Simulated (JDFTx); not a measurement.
The system is TiB2.

```
CELL_PARAMETERS angstrom
3.02920 0.00000 0.00000
-1.51460 2.62336 0.00000
0.00000 0.00000 3.22840
ATOMIC_POSITIONS crystal
Ti 0.00000 0.00000 0.00000
B 0.66667 0.33333 0.50000
B 0.33333 0.66667 0.50000
```

Base run:

- Program: JDFTx 1.7.0 (patched build)
- Functional: PBE
- Potentials or basis: PseudoDojo-SR-PBE-0.5-standard with smoothed tails
- Cutoff: 1143 eV
- Density cutoff: 9143 eV
- k mesh: 10 × 10 × 8
- Occupations: fermi-dirac, width 0.05 eV
- Spin: no spin polarisation
- Hubbard terms: Ti d U = 4 eV

Its results: band gap on the k mesh none (metal or under the smearing width); pressure 2.2 GPa.

**Question.** After a change of settings the same cell gave: band gap on the k mesh none (metal or under the smearing width); pressure 3.5 GPa. Which change was it?
A. hubbard terms from Ti d U = 4 eV to Ti d U = 6 eV
B. hubbard terms from Ti d U = 4 eV to Ti d U = 3 eV
C. hubbard terms from Ti d U = 4 eV to none; hubbard projectors from atomic pseudo-orbitals, not orthogonalised to none

**Answer.** A.

Caveats: U without spin polarisation on a metal has little footing; the U is typed as a test and isn't derived for this compound.
